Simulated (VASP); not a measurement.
# GeF2 (Fm-3m): band edges, masses and strain, part 2 of 8

Wanted: where the band edges of GeF2 lie, how heavy the carriers are and how strain moves the gap. The cell is generated by rule, not measured, and may not be a known phase.

VASP 6.6.1, plane waves and PAW; the level of theory is named at each step.

So far, least gap on mesh and path (eV): step 3 (bands on a dense mesh) 3.09.

## Step 4: Effective masses

Level of this step: LDA; plane waves and PAW (Ge_d, F); invented cell (VASP).

Masses follow from the curvature at each edge; two step lengths test the parabola and the numerical noise.

The input, INCAR:

```
SYSTEM = GeF2
PREC = Accurate
ENCUT = 520
EDIFF = 1E-08
NELM = 100
ISMEAR = 0
SIGMA = 0.02
LREAL = .FALSE.
ALGO = Normal
GGA = CA
NBANDS = 20
LORBIT = 11
LWAVE = .FALSE.
LCHARG = .FALSE.
KPAR = 4
```

The input, POSCAR:

```
GeF2
1.0
    0.0000000000      2.4738300000      2.4738300000
    2.4738300000      0.0000000000      2.4738300000
    2.4738300000      2.4738300000      0.0000000000
Ge F
1 2
Direct
    0.0000000000      0.0000000000      0.0000000000
    0.2500000000      0.2500000000      0.2500000000
    0.7500000000      0.7500000000      0.7500000000
```

The input, KPOINTS:

```
Automatic mesh
0
Gamma
10 10 10
0 0 0
```

The input, KPOINTS_OPT:

```
points round the band edges
26
Reciprocal
  0.5000000000   0.2500000000   0.7500000000 1
  0.3260869600   0.0000000000   0.3260869600 1
  0.5000000000   0.2468502218   0.7468502218 1
  0.5000000000   0.2531497782   0.7531497782 1
  0.4968502218   0.2500000000   0.7468502218 1
  0.5031497782   0.2500000000   0.7531497782 1
  0.4968502218   0.2468502218   0.7500000000 1
  0.5031497782   0.2531497782   0.7500000000 1
  0.5000000000   0.2381883318   0.7381883318 1
  0.5000000000   0.2618116682   0.7618116682 1
  0.4881883318   0.2500000000   0.7381883318 1
  0.5118116682   0.2500000000   0.7618116682 1
  0.4881883318   0.2381883318   0.7500000000 1
  0.5118116682   0.2618116682   0.7500000000 1
  0.3260869600  -0.0031497782   0.3229371818 1
  0.3260869600   0.0031497782   0.3292367382 1
  0.3229371818   0.0000000000   0.3229371818 1
  0.3292367382   0.0000000000   0.3292367382 1
  0.3229371818  -0.0031497782   0.3260869600 1
  0.3292367382   0.0031497782   0.3260869600 1
  0.3260869600  -0.0118116682   0.3142752918 1
  0.3260869600   0.0118116682   0.3378986282 1
  0.3142752918   0.0000000000   0.3142752918 1
  0.3378986282   0.0000000000   0.3378986282 1
  0.3142752918  -0.0118116682   0.3260869600 1
  0.3378986282   0.0118116682   0.3260869600 1
```

Potentials, in the order of the species: Ge_d and F (LDA family, release 64).

On the command line:

```sh
> mpirun -np 4 vasp_std
```

What it wrote:

```text
[... set-up lines as in an earlier step ...]
 entering main loop
       N       E                     dE             d eps       ncg     rms          rms(c)
[... 11 cycles as in an earlier step ...]
DAV:  12    -0.146096244573E+02   -0.35105E-06   -0.66625E-06  2516   0.429E-02    0.309E-03
DAV:  13    -0.146096246111E+02   -0.15373E-06   -0.11172E-06  2380   0.147E-02    0.492E-04
DAV:  14    -0.146096246151E+02   -0.40372E-08   -0.46055E-08  1996   0.326E-03
   1 F= -.14609625E+02 E0= -.14609625E+02  d E =-.211246E-13
 Start KPOINTS_OPT (optional k-point list driver)
k-point batch [1-26\26]
       N       E                     dE             ncg
DAV:   1     0.813988268022E+03   -0.26451E+05     1256
DAV:   2    -0.529233360194E+04   -0.61063E+04     1104
DAV:   3    -0.600709131730E+04   -0.71476E+03     1140
DAV:   4    -0.602646315151E+04   -0.19372E+02     1184
DAV:   5    -0.602668689481E+04   -0.22374E+00     1160
DAV:   6    -0.602669134689E+04   -0.44521E-02     1216
DAV:   7    -0.602669146697E+04   -0.12007E-03     1164
DAV:   8    -0.602669147098E+04   -0.40109E-05     1232
DAV:   9    -0.602669147113E+04   -0.14723E-06     1088
DAV:  10    -0.602669147113E+04   -0.56207E-08      784
```

It took 9.4 s on 4 MPI ranks of AMD EPYC 9R14 (Zen 4), shared host; peak memory 0.58 GiB.

OUTCAR, selected parts (step 4):

```text
The static configuration has the point symmetry O_h .

 Found     47 irreducible k-points:

   NELECT =      28.0000    total number of electrons

 E-fermi :   6.0372

 k-point     1 :       0.0000    0.0000    0.0000
  band No.  band energies     occupation
    ...
     10      -0.8774      2.00000
     11       0.7448      2.00000
     12       0.7448      2.00000
     13       0.7448      2.00000
     14       1.2775      2.00000
     15      10.7947      0.00000
     16      10.7947      0.00000
     17      10.7947      0.00000
     18      17.1946      0.00000
     19      19.9277      0.00000
    ...

 k-point     2 :       0.1000    0.0000    0.0000
  band No.  band energies     occupation
    ...
     10      -0.8836      2.00000
     11      -0.2169      2.00000
     12       0.6742      2.00000
     13       0.6742      2.00000
     14       2.4399      2.00000
     15      10.5899      0.00000
     16      10.9703      0.00000
     17      10.9703      0.00000
     18      17.8066      0.00000
     19      19.8577      0.00000
    ...

  Total        8.8086824      8.8086824      8.8086824      0.0000000      0.0000000      0.0000000
  in kB      466.1030923    466.1030923    466.1030923      0.0000000      0.0000000      0.0000000
  external PRESSURE =     466.1030923 kB  Pullay stress =       0.0000000 kB

 POSITION                                       TOTAL-FORCE (eV/Angst)
 -----------------------------------------------------------------------------------
      0.00000      0.00000      0.00000         0.000000     -0.000000      0.000000
      1.23691      1.23691      1.23691         0.000000      0.000000      0.000000
      3.71075      3.71075      3.71075        -0.000000     -0.000000     -0.000000
 -----------------------------------------------------------------------------------
    total drift:                                0.000000      0.000000      0.000000

  FREE ENERGIE OF THE ION-ELECTRON SYSTEM (eV)
  ---------------------------------------------------
  free  energy   TOTEN  =       -14.6096246151 eV

  energy  without entropy=      -14.6096246151  energy(sigma->0) =      -14.60962462

[... 9 parts as in an earlier step ...]

[... 5 further parts left out ...]
```

This step gave:

```
SCF cycles           : 14
bands                : 20
irreducible k-points : 47
Fermi energy         : 6.037 eV
```

Central differences; holes have negative curvature. Effective masses along the Cartesian axes:

| edge | band from the gap | direction | step (Å⁻¹) | mass (electron masses) |
| --- | --- | --- | --- | --- |
| VBM | -1 | x | 0.008 | -1.048 |
| VBM | -1 | y | 0.008 | -28.77 |
| VBM | -1 | z | 0.008 | -28.77 |
| VBM | -1 | x | 0.03 | -1.05 |
| VBM | -1 | y | 0.03 | -28.46 |
| VBM | -1 | z | 0.03 | -28.46 |
| CBM | 1 | x | 0.008 | 0.5042 |
| CBM | 1 | y | 0.008 | 0.7471 |
| CBM | 1 | z | 0.008 | 0.5042 |
| CBM | 1 | x | 0.03 | 0.5044 |
| CBM | 1 | y | 0.03 | 0.7477 |
| CBM | 1 | z | 0.03 | 0.5044 |

The run ends at a pressure of 46.61 GPa.

## Step 5: Bands with spin-orbit coupling

This step: LDA, spin-orbit coupling; plane waves and PAW (Ge_d, F); invented cell (VASP 6.6.1).

Spin-orbit coupling can split and shift the band edges, more so for heavy elements, so the bands are solved again with spinors.

The input, INCAR:

```
SYSTEM = GeF2
PREC = Accurate
ENCUT = 520
EDIFF = 1E-06
NELM = 100
ISMEAR = 0
SIGMA = 0.02
LREAL = .FALSE.
ALGO = Normal
GGA = CA
LNONCOLLINEAR = .TRUE.
MAGMOM = 0 0 0 0 0 0 0 0 0
NBANDS = 40
GGA_COMPAT = .FALSE.
LASPH = .TRUE.
LSORBIT = .TRUE.
LORBIT = 11
LWAVE = .FALSE.
LCHARG = .FALSE.
KPAR = 4
ISIF = 2
```

POSCAR is that of step 4.

KPOINTS is that of step 4.

The input, KPOINTS_OPT:

```
Line mode
16
Line-mode
Reciprocal
  0.00000000   0.00000000   0.00000000 GAMMA
  0.50000000   0.00000000   0.50000000 X

  0.50000000   0.00000000   0.50000000 X
  0.50000000   0.25000000   0.75000000 W

  0.50000000   0.25000000   0.75000000 W
  0.37500000   0.37500000   0.75000000 K

  0.37500000   0.37500000   0.75000000 K
  0.00000000   0.00000000   0.00000000 GAMMA

  0.00000000   0.00000000   0.00000000 GAMMA
  0.50000000   0.50000000   0.50000000 L

  0.50000000   0.50000000   0.50000000 L
  0.62500000   0.25000000   0.62500000 U

  0.62500000   0.25000000   0.62500000 U
  0.50000000   0.25000000   0.75000000 W

  0.50000000   0.25000000   0.75000000 W
  0.50000000   0.50000000   0.50000000 L

  0.50000000   0.50000000   0.50000000 L
  0.37500000   0.37500000   0.75000000 K

  0.62500000   0.25000000   0.62500000 U
  0.50000000   0.00000000   0.50000000 X
```

On the command line:

```sh
> mpirun -np 4 vasp_ncl
```

What it wrote:

```text
[... set-up lines as in an earlier step ...]
 entering main loop
       N       E                     dE             d eps       ncg     rms          rms(c)
DAV:   1     0.311014795288E+03    0.31101E+03   -0.13855E+04  5328   0.366E+03
DAV:   2     0.375099890075E+02   -0.27350E+03   -0.25510E+03  3848   0.882E+02
DAV:   3    -0.131427015190E+02   -0.50653E+02   -0.49750E+02  4264   0.206E+02
DAV:   4    -0.157383421448E+02   -0.25956E+01   -0.25920E+01  4344   0.525E+01
DAV:   5    -0.157852000581E+02   -0.46858E-01   -0.46855E-01  4136   0.740E+00    0.690E+00
DAV:   6    -0.146234256117E+02    0.11618E+01   -0.31893E+00  5400   0.273E+01    0.216E+00
DAV:   7    -0.146250051895E+02   -0.15796E-02   -0.23409E-01  4128   0.485E+00    0.127E+00
DAV:   8    -0.146161970825E+02    0.88081E-02   -0.34298E-02  5800   0.520E+00    0.298E-01
DAV:   9    -0.146147256791E+02    0.14714E-02   -0.92722E-03  5688   0.263E+00    0.936E-02
DAV:  10    -0.146147867480E+02   -0.61069E-04   -0.12993E-03  5192   0.593E-01    0.396E-02
DAV:  11    -0.146148095696E+02   -0.22822E-04   -0.15135E-04  4296   0.138E-01    0.253E-02
DAV:  12    -0.146148092864E+02    0.28321E-06   -0.12415E-05  5264   0.120E-01    0.627E-03
DAV:  13    -0.146148097058E+02   -0.41940E-06   -0.36526E-06  4000   0.186E-02
   1 F= -.14614810E+02 E0= -.14614810E+02  d E =-.233830E-13  mag=     0.0000     0.0000    -0.0000
 Start KPOINTS_OPT (optional k-point list driver)
k-point batch [1-47\160]
       N       E                     dE             ncg
DAV:   1     0.310954252807E+04   -0.40218E+05     5400
DAV:   2    -0.950790121753E+04   -0.12617E+05     3864
DAV:   3    -0.118358897913E+05   -0.23280E+04     4248
DAV:   4    -0.119619971372E+05   -0.12611E+03     4280
DAV:   5    -0.119644064296E+05   -0.24093E+01     4152
DAV:   6    -0.119644648142E+05   -0.58385E-01     4216
DAV:   7    -0.119644667260E+05   -0.19118E-02     4192
DAV:   8    -0.119644668014E+05   -0.75365E-04     4248
DAV:   9    -0.119644668046E+05   -0.32273E-05     3304
DAV:  10    -0.119644668048E+05   -0.20940E-06     2600
[...]
k-point batch [142-160\160]
       N       E                     dE             ncg
DAV:   1     0.291788203600E+05   -0.20036E+05     2184
DAV:   2     0.241561569235E+05   -0.50227E+04     1568
DAV:   3     0.232073740693E+05   -0.94878E+03     1720
DAV:   4     0.231560931475E+05   -0.51281E+02     1744
DAV:   5     0.231551193384E+05   -0.97381E+00     1720
DAV:   6     0.231550949580E+05   -0.24380E-01     1720
DAV:   7     0.231550941409E+05   -0.81709E-03     1728
DAV:   8     0.231550941076E+05   -0.33257E-04     1736
DAV:   9     0.231550941062E+05   -0.14884E-05     1448
DAV:  10     0.231550941061E+05   -0.84096E-07      976
```

Run time: 86 s. Hardware: 4 MPI ranks; peak memory 1.2 GiB; 5.5 min of CPU time.

From OUTCAR (step 5):

```text
   k-points           NKPTS =     47   k-points in BZ     NKDIM =     47   number of bands    NBANDS=     40

   NELECT =      28.0000    total number of electrons

 E-fermi :   6.0370

 k-point     1 :       0.0000    0.0000    0.0000
  band No.  band energies     occupation
    ...
     24       0.7722      1.00000
     25       0.7722      1.00000
     26       0.7722      1.00000
     27       1.2776      1.00000
     28       1.2776      1.00000
     29      10.5774      0.00000
     30      10.5774      0.00000
     31      10.9009      0.00000
     32      10.9009      0.00000
     33      10.9009      0.00000
    ...

  Total        8.8148803      8.8148803      8.8148803      0.0000000      0.0000000      0.0000000
  in kB      466.4310473    466.4310473    466.4310473      0.0000000      0.0000000      0.0000000
  external PRESSURE =     466.4310473 kB  Pullay stress =       0.0000000 kB

  FREE ENERGIE OF THE ION-ELECTRON SYSTEM (eV)
  ---------------------------------------------------
  free  energy   TOTEN  =       -14.6148097058 eV

  energy  without entropy=      -14.6148097058  energy(sigma->0) =      -14.61480971

 Spin-Orbit-Coupling matrix elements
 Ion:    1  E_soc:     -0.0095322
 Ion:    2  E_soc:     -0.0004309
 Ion:    3  E_soc:     -0.0004309

 magnetization (x)
# of ion       s       p       d       tot
------------------------------------------
    1        0.000   0.000   0.000   0.000
    2       -0.000  -0.000   0.000  -0.000
    3        0.000   0.000   0.000   0.000
--------------------------------------------------
tot         -0.000  -0.000   0.000  -0.000

 magnetization (y)
# of ion       s       p       d       tot
------------------------------------------
    1        0.000   0.000   0.000   0.000
    2        0.000  -0.000   0.000  -0.000
    3        0.000   0.000   0.000   0.000
--------------------------------------------------
tot          0.000   0.000   0.000   0.000

 magnetization (z)
# of ion       s       p       d       tot
------------------------------------------
    1        0.000   0.000   0.000   0.000
    2       -0.000   0.000   0.000   0.000
    3       -0.000   0.000   0.000   0.000
--------------------------------------------------
tot         -0.000   0.000   0.000   0.000

[... 9 parts as in an earlier step ...]

[... 8 further parts left out ...]
```

This step gave:

```
SCF cycles                        : 13
bands                             : 40
pressure                          : 46.64 GPa
least gap on mesh and path        : 3.087 eV
least direct gap on mesh and path : 3.959 eV
conduction bottom at k            : 0.3333, 0, 0.3333
least direct gap at k             : 0.4, 0.4, 0
```

The spin moment in the PAW sphere vanishes on all atoms.

On-site spin-orbit energy by atom:

| atom | on-site spin-orbit energy (eV) |
| --- | --- |
| Ge1 | -0.0095 |
| F2 | -0.0004 |
| F3 | -0.0004 |

Electronic bands along the path, in eV, zero at the valence-band top; v1 is the highest filled band, c1 the lowest empty one:

| point | v4 | v3 | v2 | v1 | c1 | c2 | c3 | c4 |
| --- | --- | --- | --- | --- | --- | --- | --- | --- |
| Γ | -5.17 | -5.17 | -4.67 | -4.67 | 4.63 | 4.63 | 4.96 | 4.96 |
| 0.47 of the way | -4.83 | -4.83 | -1.79 | -1.79 | 3.35 | 3.35 | 6.26 | 6.26 |
| X | -4.22 | -4.22 | -0.59 | -0.59 | 3.52 | 3.52 | 7.39 | 7.39 |
| 0.53 of the way | -4.26 | -4.26 | -0.27 | -0.27 | 4.33 | 4.33 | 7.23 | 7.23 |
| W | -4.35 | -4.35 | 0.00 | 0.00 | 5.69 | 5.69 | 5.88 | 5.88 |
| 0.47 of the way | -4.32 | -4.32 | -0.06 | -0.06 | 5.12 | 5.12 | 6.38 | 6.38 |
| K | -4.31 | -4.31 | -0.12 | -0.12 | 4.82 | 4.82 | 6.60 | 6.60 |
| 0.47 of the way | -4.73 | -4.73 | -0.91 | -0.91 | 4.30 | 4.30 | 6.13 | 6.13 |
| Γ | -5.17 | -5.17 | -4.67 | -4.67 | 4.63 | 4.63 | 4.96 | 4.96 |
| 0.47 of the way | -5.52 | -5.52 | -1.74 | -1.74 | 4.29 | 4.29 | 5.60 | 5.60 |
| L | -6.04 | -6.04 | -0.01 | -0.01 | 4.62 | 4.62 | 6.81 | 6.81 |
| 0.47 of the way | -5.05 | -5.05 | -0.01 | -0.01 | 4.92 | 4.92 | 6.49 | 6.49 |
| U | -4.31 | -4.31 | -0.12 | -0.12 | 4.82 | 4.82 | 6.60 | 6.60 |
| 0.47 of the way | -4.32 | -4.32 | -0.07 | -0.07 | 5.05 | 5.05 | 6.43 | 6.43 |
| W | -4.35 | -4.35 | 0.00 | 0.00 | 5.69 | 5.69 | 5.88 | 5.88 |
| 0.53 of the way | -5.00 | -5.00 | -0.01 | -0.01 | 5.02 | 5.02 | 6.36 | 6.36 |
| L | -6.04 | -6.04 | -0.01 | -0.01 | 4.62 | 4.62 | 6.81 | 6.81 |
| 0.53 of the way | -4.89 | -4.89 | -0.02 | -0.02 | 4.99 | 4.99 | 6.41 | 6.41 |
| K | -4.31 | -4.31 | -0.12 | -0.12 | 4.82 | 4.82 | 6.60 | 6.60 |
| jump to U | -4.31 | -4.31 | -0.12 | -0.12 | 4.82 | 4.82 | 6.60 | 6.60 |
| 0.53 of the way | -4.24 | -4.24 | -0.45 | -0.45 | 3.86 | 3.86 | 7.32 | 7.32 |
| X | -4.22 | -4.22 | -0.59 | -0.59 | 3.52 | 3.52 | 7.39 | 7.39 |

Of the projections kept (Ge, F), the largest for each band there; the rest of the weight can lie on other orbitals:

| point | v4 | v3 | v2 | v1 | c1 | c2 | c3 | c4 |
| --- | --- | --- | --- | --- | --- | --- | --- | --- |
| Γ | F 0.94 | F 0.94 | Ge 0.78 | Ge 0.78 | Ge 0.93 | Ge 0.93 | Ge 0.93 | Ge 0.93 |
| X | F 1.00 | F 1.00 | Ge 0.63 | Ge 0.63 | Ge 0.79 | Ge 0.79 | F 0.68 | F 0.68 |
| W | F 0.97 | F 0.97 | Ge 0.53 | Ge 0.53 | Ge 0.66 | Ge 0.66 | Ge 0.66 | Ge 0.66 |
| K | F 0.99 | F 0.99 | Ge 0.54 | Ge 0.54 | Ge 0.68 | Ge 0.68 | F 0.52 | F 0.52 |
| Γ | F 0.94 | F 0.94 | Ge 0.78 | Ge 0.78 | Ge 0.93 | Ge 0.93 | Ge 0.93 | Ge 0.93 |
| L | F 0.95 | F 0.95 | F 0.56 | F 0.56 | F 0.57 | F 0.57 | Ge 0.77 | Ge 0.77 |

(Continued in part 3 of 8.)

[Lines on the potential files, build, host, timing and source positions are cut from VASP's logs without a mark.]

[Logs are printed without paths, hosts, clocks, repeated set-up lines and the standing remarks that a program may print on its own settings, such as how far it seeks lower states.]

[Hosts, paths, dates, database ids (printed as entryN), source tags and the programs' standing remarks are cut or masked in the printed files.]

[In band tables of VASP the shares of atoms and orbitals are scaled to a sum of 1 inside the atoms' spheres.]

[Gaps and slopes under strain along one axis are those of the sampled path and mesh points; where strain splits equal valleys, another of them can be the edge.]
